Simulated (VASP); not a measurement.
# Cu: convergence, self-consistent run

Cu, P6_3/mmc (no. 194), 2 atoms in the cell. PBE; PAW potentials Cu (PBE set). VASP 6.6.1.

Wanted: energy within 0.2 meV/atom; Fermi level within 0.005 eV.

What the run is for: comparing ways to start; Accuracy asked: tight.

POSCAR:
```
Cu
1.0
    2.5340966698      0.0000000000      0.0000000000
   -1.2670483349      2.1945920917      0.0000000000
    0.0000000000      0.0000000000      4.1125710000
Cu
2
Direct
    0.6666666667      0.3333333333      0.7500000000
    0.3333333333      0.6666666667      0.2500000000
```

## How the run starts (with a second run first, the time holds both)

| How the run starts (with a second run first, the time holds both) | Energy less reference (meV/atom) | Fermi level (eV) | Time (s) |
|---|---|---|---|
| from scratch: 11 SCF iterations | 0.00 | 8.1399 | 24 |
| density of a coarse mesh (ICHARG 1): 11 + 9 SCF iterations | 0.00 | 8.1400 | 27 |
| orbitals of a lower cutoff (ISTART 1): 12 + 5 SCF iterations | 0.00 | 8.1401 | 27 |
| orbitals of a loose run: 10 + 3 SCF iterations | 0.00 | 8.1401 | 19 |

## Question

For each series: keep the first row unless others stay within the tolerance and take at least 30 % less time, and then take the fastest.

## Answer

- How the run starts (with a second run first, the time holds both): from scratch: 11 SCF iterations

The chosen settings are those of the reference run.

## The input

INCAR:
```
SYSTEM = Cu
GGA = PE ; ISMEAR = 1
SIGMA = 0.1 ; LWAVE = .False.
LCHARG = .False. ; ISIF = 2
PREC = Accurate ; LASPH = .True.
LREAL = .False. ; ALGO = Normal
EDIFF = 1E-6 ; NELM = 120
GGA_COMPAT = .False. ; ENCUT = 400
```

KPOINTS:
```
k-points
0
Gamma
  15 15 8
```

Commands:
```
cat potpaw_PBE.64/Cu/POTCAR > POTCAR
mpirun -np 1 vasp_std > vasp.out
```

The chosen input took VASP 6.6.1 24 s on 1 core (Intel Xeon Platinum 8259CL @ 2.50GHz (Skylake/Cascade Lake)), a shared host.

## An input that fails: restart asked without its files

VASP's message: ERROR: charge density could not be read from file CHGCAR for ICHARG>10.

Changes against the starting input:
```
- NELM = 120
+ NELM = 60
+ ICHARG = 11
```
